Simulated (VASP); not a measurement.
# Sb (Im-3m) in VASP: further runs, part 2 of 2

VASP 6.6.1. The steps go on from the part before.

## 5. Single point, PBE

INCAR reads:

```
SYSTEM = Sb
PREC = Accurate
ENCUT = 350
EDIFF = 1E-6
ISMEAR = 0
SIGMA = 0.05
LREAL = .False.
LASPH = .True.
NELM = 100
ALGO = Normal
ISIF = 2
LWAVE = .False.
LCHARG = .False.
GGA = PE
ADDGRID = .False.
```

KPOINTS reads:

```
Automatic mesh
0
Gamma
  5 5 5
  0 0 0
```

POSCAR reads:

```
Sb
1.0
   -1.8488020000      1.8498240000      1.9110830000
    1.8778730000     -1.8297390000      1.9200690000
    1.8451380000      1.8260750000     -1.8909980000
Sb
1
Direct
   -0.0010080000      0.0132760000      0.0062290000
```

Potentials or basis: VASP PAW PBE potentials, release 64 (Sb).

Started as:

```console
cat potpaw_PBE.64/Sb/POTCAR > POTCAR
mpirun -np 1 vasp_std > vasp.out
```

OUTCAR:

```text
SYSTEM = Sb
   PREC = Accurate
   ENCUT = 350
   EDIFF = 1E-6
   ISMEAR = 0
   LREAL = .False.
   LASPH = .True.
   NELM = 100
   ISIF = 2
   GGA = PE

 Found     63 irreducible k-points:

 Following reciprocal coordinates:
            Coordinates               Weight
  0.000000  0.000000  0.000000      1.000000
  0.200000 -0.000000  0.000000      2.000000
  0.400000  0.000000  0.000000      2.000000
 -0.000000  0.200000  0.000000      2.000000
  0.200000  0.200000  0.000000      2.000000
  0.400000  0.200000  0.000000      2.000000
   k-points           NKPTS =     63   k-points in BZ     NKDIM =     63   number of bands    NBANDS=      6
   number of dos      NEDOS =    301   number of ions     NIONS =      1
   total plane-waves  NPLWV =   8000
   dimension x,y,z NGX =    20 NGY =   20 NGZ =   20
   dimension x,y,z NGXF=    40 NGYF=   40 NGZF=   40
   ions per type =               1
   NGX,Y,Z   is equivalent  to a cutoff of  10.26, 10.23, 10.35 a.u.
   NGXF,Y,Z  is equivalent  to a cutoff of  20.53, 20.46, 20.71 a.u.
 SYSTEM =  Sb
   PREC   = accura    normal or accurate (medium, high low for compatibility)
   ISTART =      0    job   : 0-new  1-cont  2-samecut
   ICHARG =      2    charge: 1-file 2-atom 10-const
   ISPIN  =      1    spin polarized calculation?
   LNONCOLLINEAR =      F non collinear calculations
   LSORBIT =      F    spin-orbit coupling
   LASPH  =      T    aspherical Exc in radial PAW
[... 57 lines left out ...]

 k-point     1 :       0.0000    0.0000    0.0000
  band No.  band energies     occupation
      1      -4.2604      2.00000
      2      14.2732      0.00000
      3      14.5143      0.00000
      4      14.6675      0.00000
      5      19.1205      0.00000
      6      19.3487      0.00000
[... 37 lines left out ...]
 k-point     6 :       0.4000    0.2000    0.0000
  band No.  band energies     occupation
      1       0.2852      2.00000
      2       3.7069      2.00000
      3       7.3221      2.00000
      4      11.6788      0.00000
      5      17.1479      0.00000
      6      19.5194      0.00000

 [... further k-points ...]

------------------------ aborting loop because EDIFF is reached ----------------------------------------

  FORCE on cell =-STRESS in cart. coord.  units (eV):
  Direction    XX          YY          ZZ          XY          YZ          ZX
  --------------------------------------------------------------------------------------
  -------------------------------------------------------------------------------------
  Total       -0.1791488     -0.1585118      0.8133228     -0.0491984      0.0511996     -0.0412513
  in kB      -10.9497913     -9.6884313     49.7112708     -3.0070639      3.1293818     -2.5213305
  external PRESSURE =       9.6910161 kB  Pullay stress =       0.0000000 kB

 VOLUME and BASIS-vectors are now :
 -----------------------------------------------------------------------------
  energy-cutoff  :      350.00
  volume of cell :       26.21
      direct lattice vectors                 reciprocal lattice vectors
    -1.848802000  1.849824000  1.911083000    -0.001760844  0.270622024  0.259612708
     1.877873000 -1.829739000  1.920069000     0.266576263 -0.001149462  0.259001326
     1.845138000  1.826075000 -1.890998000     0.268894891  0.272329269 -0.003468089

 POSITION                                       TOTAL-FORCE (eV/Angst)
 -----------------------------------------------------------------------------------
     -1.81051      1.83504      1.92287         0.000000     -0.000000      0.000000
 -----------------------------------------------------------------------------------
    total drift:                                0.000001     -0.000000     -0.000000

  FREE ENERGIE OF THE ION-ELECTRON SYSTEM (eV)
  ---------------------------------------------------
  free  energy   TOTEN  =        -3.8926882522 eV

  energy  without entropy=       -3.8892779019  energy(sigma->0) =       -3.89098308
```

stdout:

```text
POSCAR found type information on POSCAR Sb
 POSCAR found :  1 types and       1 ions
 scaLAPACK will be used
 LDA part: xc-table for (Slater+PW92), standard interpolation
 POSCAR, INCAR and KPOINTS ok, starting setup
 FFT: planning ... GRIDC
 FFT: planning ... GRID_SOFT
 FFT: planning ... GRID
 WAVECAR not read
 entering main loop
```

Run time: 5.3 s. Hardware: 1 thread of AMD EPYC 7R43 (Zen 3), shared host; peak memory 0.08 GiB.

The run converged, but some of its settings lie outside the range that counts as converged, so its numbers aren't taken as properties of the crystal.

Results:

| Item | Value |
| --- | --- |
| Free energy | -3.8927 eV |
| Pressure | 1.0 GPa |
| Band gap on the k mesh | none (metal or under the smearing width) |

Caveat: the k mesh is coarse (spacing up to 0.48 Å⁻¹), so the values aren't converged.

## 6. Single point, PBE

INCAR: that of step 5 with these lines changed.

```diff
@@ -2,3 +2,3 @@
 PREC = Accurate
-ENCUT = 350
+ENCUT = 550
 EDIFF = 1E-6
```

KPOINTS reads:

```
Automatic mesh
0
Gamma
  4 4 4
  0 0 0
```

POSCAR reads:

```
Sb
1.0
   -1.8713408863      1.8713408863      1.8713408863
    1.8713408863     -1.8713408863      1.8713408863
    1.8713408863      1.8713408863     -1.8713408863
Sb
1
Direct
    0.0000000000      0.0000000000      0.0000000000
```

Potentials or basis: VASP PAW PBE potentials, release 64 (Sb).

Started as:

```console
cat potpaw_PBE.64/Sb/POTCAR > POTCAR
mpirun -np 1 vasp_std > vasp.out
```

Wall time 5.1 s (1 thread of AMD EPYC 7R43 (Zen 3), shared host); peak memory 0.11 GiB.

These settings aren't checked as converged: the numbers below hold their error.

Results:

- Free energy: -3.8190 eV
- Pressure: -0.1 GPa
- Band gap on the k mesh: none (metal or under the smearing width)

Caveat: the k mesh is coarse (spacing up to 0.59 Å⁻¹), so the values aren't converged.

## 7. For comparison

An earlier run on the cell as given: functional PBE; potentials or basis VASP PAW PBE potentials, release 64 (Sb); cutoff 520 eV; k mesh 10 × 10 × 10; occupations fermi-dirac, width 0.05 eV; no spin polarisation.

* Pressure: 3.0 GPa
* Band gap on the k mesh: none (metal or under the smearing width)
